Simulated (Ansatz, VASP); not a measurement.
**Two plane-wave programs on BN**

```
B N
1.0
     2.50644    0.00000    0.00000
    -1.25322    2.17064    0.00000
     0.00000    0.00000    6.61685
B N
2 2
Direct
  0.33333 0.66667 0.25000
  0.66667 0.33333 0.75000
  0.33333 0.66667 0.75000
  0.66667 0.33333 0.25000
```

Alike in both runs: task single point; functional PBE; dispersion D3(BJ); k mesh 12 × 12 × 4; occupations gaussian, width 0.05 eV; no spin polarisation.

|  | VASP | Ansatz |
| --- | --- | --- |
| version | VASP 6.6.1 | Ansatz 0.2.0 |
| potentials or method | VASP PAW PBE potentials, release 64 (B, N) | scalar-relativistic, plane waves, PAW |
| plane-wave cutoff (eV) | 520 | 420 |
| valence electrons in the cell | 16 | 16 |

|  | VASP | Ansatz | Ansatz less VASP |
| --- | --- | --- | --- |
| gap on the k mesh at the Fermi level (eV) | 4.27 | 4.27 | +0.007 |
| least direct gap on the mesh (eV) | 4.63 | 4.64 | +0.003 |
| pressure (GPa) | 0.1 | 0.0 | -0.07 |
| largest component of the traceless stress (GPa) | 0.22 | 0.01 | -0.208 |

A k mesh can miss the band edges.
